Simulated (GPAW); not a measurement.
# Si (Fd-3m) in GPAW: settings compared, part 2 of 2

GPAW 26.7.0.

## 3. Band structure, PBE

run.py

```python
from ase.dft.bandgap import bandgap
from ase.io import write
from ase.spacegroup import crystal
from ase.units import GPa
from gpaw import GPAW, PW

# Si 8a
atoms = crystal(['Si'],
                basis=[[0.5, 0.0, 0.5]],
                spacegroup=227, setting=1,  # Fd-3m
                cellpar=[5.44370237, 5.44370237, 5.44370237, 90.0, 90.0, 90.0],
                primitive_cell=True)

calc = GPAW(mode=PW(600),
            xc='PBE',
            kpts={'size': (8, 8, 8), 'gamma': True},
            occupations={'name': 'fermi-dirac', 'width': 0.05},
            nbands=11,
            convergence={'density': 1e-05, 'energy': 1e-05},
            maxiter=150,
            txt='gpaw.txt')
atoms.calc = calc
energy = atoms.get_potential_energy()
forces = atoms.get_forces()
stress = atoms.get_stress()
calc.write('gs.gpw')
write('result.traj', atoms)
print(f'Energy: {energy:.6f} eV')
print('Forces (eV/A):')
print(forces.round(4))
print('Stress (GPa):', (stress / GPa).round(3))
print('Fermi level:', round(calc.get_fermi_level(), 4), 'eV')
print(f'Gap: {bandgap(calc)[0]:.4f} eV, direct: {bandgap(calc, direct=True)[0]:.4f} eV')

path = atoms.cell.bandpath('GXWKGLUWLK,UX', npoints=80, eps=1e-4)
bs_calc = calc.fixed_density(kpts=path, symmetry='off', nbands=21,
                             convergence={'bands': 'CBM+6.0', 'eigenstates': 1e-6}, txt='bands.txt')
bs = bs_calc.band_structure()
bs.write('bs.json')
print(f'Gap on the path: {bandgap(bs_calc)[0]:.4f} eV')
```

Potentials or basis: GPAW PAW data sets (gpaw-data 1.2.1), pw.

Run with:

```bash
OMP_NUM_THREADS=1 python run.py
```

It took 28 s on 1 thread of Arm Neoverse V1, shared host; peak memory 0.21 GiB.

The run converged. Its results:

```yaml
Free_energy: -10.7925 eV
Pressure: 1.6 GPa
Band_gap_on_the_k_mesh: 0.62 eV, indirect (least direct gap 2.56 eV)
Band_gap_along_the_path: 0.58 eV, indirect (least direct gap 2.56 eV)
```

Levels at the corners of the path, in eV from the valence-band top:
| point | band 1 | band 2 | band 3 | band 4 | band 5 | band 6 | band 7 | band 8 |
| --- | --- | --- | --- | --- | --- | --- | --- | --- |
| Γ | -11.92 | 0.00 | 0.00 | 0.00 | 2.56 | 2.56 | 2.56 | 3.28 |
| X | -7.80 | -7.80 | -2.84 | -2.84 | 0.72 | 0.72 | 10.05 | 10.05 |
| W | -7.64 | -7.64 | -3.83 | -3.83 | 4.27 | 4.27 | 4.98 | 4.98 |
| K | -8.21 | -7.21 | -4.27 | -2.41 | 1.21 | 4.12 | 7.44 | 7.99 |
| Γ | -11.92 | 0.00 | 0.00 | 0.00 | 2.56 | 2.56 | 2.56 | 3.28 |
| L | -9.60 | -6.94 | -1.19 | -1.19 | 1.51 | 3.34 | 3.34 | 7.73 |
| U | -8.21 | -7.21 | -4.27 | -2.41 | 1.21 | 4.12 | 7.44 | 7.99 |
| W | -7.64 | -7.64 | -3.83 | -3.83 | 4.27 | 4.27 | 4.98 | 4.98 |
| L | -9.60 | -6.94 | -1.19 | -1.19 | 1.51 | 3.34 | 3.34 | 7.73 |
| K | -8.21 | -7.21 | -4.27 | -2.41 | 1.21 | 4.12 | 7.44 | 7.99 |
| U | -8.21 | -7.21 | -4.27 | -2.41 | 1.21 | 4.12 | 7.44 | 7.99 |
| X | -7.80 | -7.80 | -2.84 | -2.84 | 0.72 | 0.72 | 10.05 | 10.05 |

A hybrid or GW would open this gap; PBE tends to underestimate it.

## 4. Equation of state, PBE

run.py

```python
from ase.eos import EquationOfState
from ase.io import Trajectory, read
from ase.units import GPa
from gpaw import GPAW

atoms = read('Si.xyz')

traj = Trajectory('eos.traj', 'w')
volumes, energies = [], []
for x in [0.94, 0.96, 0.98, 1.0, 1.02, 1.04, 1.06]:
    a = atoms.copy()
    a.set_cell(atoms.cell * x**(1 / 3), scale_atoms=True)
    calc = GPAW(mode='lcao',
                h=0.18,
                basis='szp(dzp)',
                xc='PBE',
                kpts={'size': (8, 8, 8), 'gamma': True},
                occupations={'name': 'fermi-dirac', 'width': 0.05},
                convergence={'density': 1e-05, 'energy': 1e-05},
                maxiter=150,
                txt=f'eos-{x:.2f}.txt')
    a.calc = calc
    energies.append(a.get_potential_energy(force_consistent=True))
    volumes.append(a.get_volume())
    calc.write(f'eos-{x:.2f}.gpw')
    traj.write(a)
    print(f'{x:.2f} {volumes[-1]:10.4f} A^3 {energies[-1]:14.6f} eV', flush=True)

v0, e0, B = EquationOfState(volumes, energies, eos='birchmurnaghan').fit()
print(f'V0 = {v0:.4f} A^3, E0 = {e0:.6f} eV, B0 = {B / GPa:.2f} GPa')
```

Si.xyz

```xyz
2
Lattice="0.0000000000 2.7218511865 2.7218511865 2.7218511865 0.0000000000 2.7218511865 2.7218511865 2.7218511865 0.0000000000" Properties=species:S:1:pos:R:3 pbc="T T T"
Si     2.7218511865      2.7218511865      2.7218511865
Si     4.0827767798      4.0827767798      4.0827767798
```

Potentials or basis: GPAW PAW data sets (gpaw-data 1.2.1), lcao:szp(dzp).

Run with:

```bash
OMP_NUM_THREADS=1 python run.py
```

Run time: 2.4 min. Hardware: 1 thread of Arm Neoverse V1, shared host; peak memory 0.16 GiB.

The run converged, but some of its settings lie outside the range that counts as converged, so its numbers aren't taken as properties of the crystal.

What came out:

```yaml
Equilibrium_volume: 20.94 Å³/atom
Bulk_modulus: 82 GPa
Pressure_derivative_of_the_bulk_modulus: "4.4 (rough: it moves with the points fitted)"
```

Caveat: the real-space grid adds noise to forces; the basis of atomic orbitals isn't converged, which shifts pressures, moduli and gaps.

## 5. Equation of state, BLYP+D3

run.py

```python
from ase.calculators.mixing import SumCalculator
from ase.eos import EquationOfState
from ase.io import Trajectory, read
from ase.units import GPa
from dftd3.ase import DFTD3
from gpaw import GPAW, PW, setup_paths

setup_paths.insert(0, '.')

atoms = read('Si.xyz')

traj = Trajectory('eos.traj', 'w')
volumes, energies = [], []
for x in [0.94, 0.96, 0.98, 1.0, 1.02, 1.04, 1.06]:
    a = atoms.copy()
    a.set_cell(atoms.cell * x**(1 / 3), scale_atoms=True)
    calc = GPAW(mode=PW(600),
                xc='BLYP',
                kpts={'size': (8, 8, 8), 'gamma': True},
                occupations={'name': 'fermi-dirac', 'width': 0.05},
                nbands=11,
                convergence={'density': 1e-05, 'energy': 1e-05},
                eigensolver='davidson',
                maxiter=150,
                txt=f'eos-{x:.2f}.txt')
    a.calc = SumCalculator([calc, DFTD3(method='blyp', damping='d3zero')])
    energies.append(a.get_potential_energy())
    volumes.append(a.get_volume())
    p = -a.get_stress()[:3].mean() / GPa
    calc.write(f'eos-{x:.2f}.gpw')
    traj.write(a)
    print(f'{x:.2f} {volumes[-1]:10.4f} A^3 {energies[-1]:14.6f} eV {p:9.3f} GPa', flush=True)

v0, e0, B = EquationOfState(volumes, energies, eos='birchmurnaghan').fit()
print(f'V0 = {v0:.4f} A^3, E0 = {e0:.6f} eV, B0 = {B / GPa:.2f} GPa')
```

Si.xyz is that of step 4.

Potentials or basis: PAW data sets generated in the run's folder for this functional, pw.

Run with:

```bash
gpaw-setup -f BLYP Si
OMP_NUM_THREADS=1 python run.py
```

Standard output:

```text
__  _  _
 | _ |_)|_||  |
 |__||  | ||/\| - 26.7.0

Input parameters:
  mode=PW(ecut=600.0),
  convergence={'density': 1e-05, 'energy': 1e-05},
  eigensolver=Davidson(niter=2),
  kpts=MonkhorstPack(size=(8, 8, 8), gamma=True),
  maxiter=150,
  nbands=11,
  occupations=Occupations(name='fermi-dirac', width=0.05),
  xc=XC(name='BLYP')

Diagonalizing LCAO Hamiltonian
Converting LCAO to pw mode

           Si

       Si

Atoms  # Å, Bohr magnetons
|   | symbol |        x |        y |        z |    initial magnetic moments |
|---|--------|----------|----------|----------|-----------------------------|
| 0 |     Si | 2.666288 | 2.666288 | 2.666288 | ( 0.0000,  0.0000,  0.0000) |
| 1 |     Si | 3.999431 | 3.999431 | 3.999431 | ( 0.0000,  0.0000,  0.0000) |

Unit cell  # Å
| periodic |        x |        y |        z |  lengths |    angles |
|----------|----------|----------|----------|----------|-----------|
|      yes | 0.000000 | 2.666288 | 2.666288 | 3.770700 | 60.000000 |
|      yes | 2.666288 | 0.000000 | 2.666288 | 3.770700 | 60.000000 |
|      yes | 2.666288 | 2.666288 | 0.000000 | 3.770700 | 60.000000 |

Number of symmetries: 24
Symmetry operations  # r_c * U_cc + t_c -> r_c
|    | kind |            matrix            |
|----|------|------------------------------|
|  0 |  E   |  1, 0, 0,  0, 1, 0,  0, 0, 1 |
|  1 |  σ   |  1, 0, 0,  0, 0, 1,  0, 1, 0 |
|  2 |  σ   |  1, 0,-1,  0, 1,-1,  0, 0,-1 |
|  3 |  C3  |  1, 0,-1,  0, 0,-1,  0, 1,-1 |
|  4 |  C3  |  1,-1, 0,  0,-1, 1,  0,-1, 0 |
[... 102 lines left out ...]
  Old densities: 10
  SVD Regularization: 0.005
  Good broyden scale: 1.0
  Trust region scale: 1.0
  Backstep threshold: 4.0
  History deletion threshold: 6.0
  Fourier metric: weight=20.0, sigma=0.015

occupation numbers:
  Fermi-Dirac:
    width: 0.0500  # eV

poisson solver:
  ecut: 4800.0  # eV

xc functional:
  name: BLYP with 2 nearest neighbor stencil

convergence criteria:
[... 6 lines left out ...]
|iter     | |      energy | eigst |  dens |
|---------|-|-------------|-------|-------|
|iter:   1| |   -9.240880 | +0.01 |       |
|iter:   2| |   -9.237672 | -2.01 | -0.78 |
|iter:   3| |   -9.144652 | -1.90 | -0.79 |
|iter:   4| |   -9.147602 | -3.52 | -1.65 |
|iter:   5| |   -9.148438 | -4.47 | -2.01 |
|iter:   6| |   -9.148439 | -5.96 | -3.34 |
|iter:   7| |   -9.148440c| -7.08 | -3.85 |
|iter:   8| |   -9.148440c| -8.26c| -4.91 |
|iter:   9| |   -9.148440c| -9.36c| -5.67c|

Converged in 9 steps
Energy contributions relative to reference atoms: (reference = -15781.547753)

Energy contributions:
  Kinetic:          23.417509
  Coulomb:         -19.808140
  Zero:             -0.019930
  External:          0.000000
  Xc:              -12.737875
  Entropy:          -0.000009
  Spinorbit:         0.000000
  ----------------------------
  Free energy:      -9.148445
  Extrapolated:     -9.148440

dipole moment: (3.505650, 3.505650, 3.505650)  # |e|*Ang

Fermi level: 6.588
Eigenvalues  # (at kpt = [0.000, 0.000, 0.000])
| band index |      eig [eV] | occ [0-2] |
|------------|---------------|-----------|
|          0 |        -6.018 |     2.000 |
|          1 |         6.234 |     1.998 |
|          2 |         6.234 |     1.998 |
|          3 |         6.234 |     1.998 |
|          4 |         8.960 |     0.000 |
|          5 |         8.960 |     0.000 |
|          6 |         8.960 |     0.000 |
|          7 |        10.228 |     0.000 |
|          8 |        14.144 |     0.000 |
|          9 |        14.149 |     0.000 |
|         10 |        14.779 |     0.000 |

Gap: 0.750 eV
Transition (v -> c):
  (s=0, k=0, n=3, [0.00, 0.00, 0.00]) -> (s=0, k=12, n=4, [0.38, 0.38, 0.00])
Direct/indirect transitions are different
Direct gap: 2.726 eV
Transition at: (s=0, k=0, n=3, [0.00, 0.00, 0.00])

Stress tensor  # eV/Ang^3
|         x |         y |         z |
|-----------|-----------|-----------|
| -0.070268 | -0.000000 |  0.000000 |
| -0.000000 | -0.070268 |  0.000000 |
|  0.000000 |  0.000000 | -0.070268 |

# Writing to eos-0.94.gpw (mode='')
```

stdout:

```text
0.94    37.9098 A^3      -9.729801 eV     9.922 GPa
0.96    38.7163 A^3      -9.773460 eV     7.462 GPa
0.98    39.5229 A^3      -9.805395 eV     5.258 GPa
1.00    40.3295 A^3      -9.826844 eV     3.290 GPa
1.02    41.1361 A^3      -9.838930 eV     1.543 GPa
1.04    41.9427 A^3      -9.842745 eV     0.007 GPa
1.06    42.7493 A^3      -9.839372 eV    -1.322 GPa
V0 = 41.9502 A^3, E0 = -9.842795 eV, B0 = 75.41 GPa
```

Run time: 62 s. Hardware: 1 thread of Arm Neoverse V1, shared host; peak memory 0.23 GiB.

What came out:

| Quantity | Value |
| --- | --- |
| Equilibrium volume | 20.98 Å³/atom |
| Bulk modulus | 75 GPa |
| Pressure derivative of the bulk modulus | 5.2 (rough: it moves with the points fitted) |

Energy against volume, from the lowest point:
```tsv
volume (Å³/atom)	energy (meV/atom)
18.955	56.47
19.358	34.64
19.761	18.67
20.165	7.95
20.568	1.91
20.971	0.00
21.375	1.69
```

## 6. The runs side by side

| task | level | potentials or basis | band path | band points | eigensolver | V0 of scaled cells (Å³/atom) | B0 (GPa) |
| --- | --- | --- | --- | --- | --- | --- | --- |
| equation of state | AM05+D4 | PAW data sets generated in the run's folder for this functional, pw | - | - | - | 19.84 | 95 |
| band structure | PBE | GPAW PAW data sets (gpaw-data 1.2.1), pw | GXWKGLUWLK,UX | 80 | - | - | - |
| equation of state | BLYP+D3 | PAW data sets generated in the run's folder for this functional, pw | - | - | davidson | 20.98 | 75 |

Alike in all rows: no spin polarisation; cell as given; k mesh 8 × 8 × 8; cutoff (eV) 600; smearing fermi-dirac 0.05 eV.

Absolute energies hang on the potentials; compare differences alone.
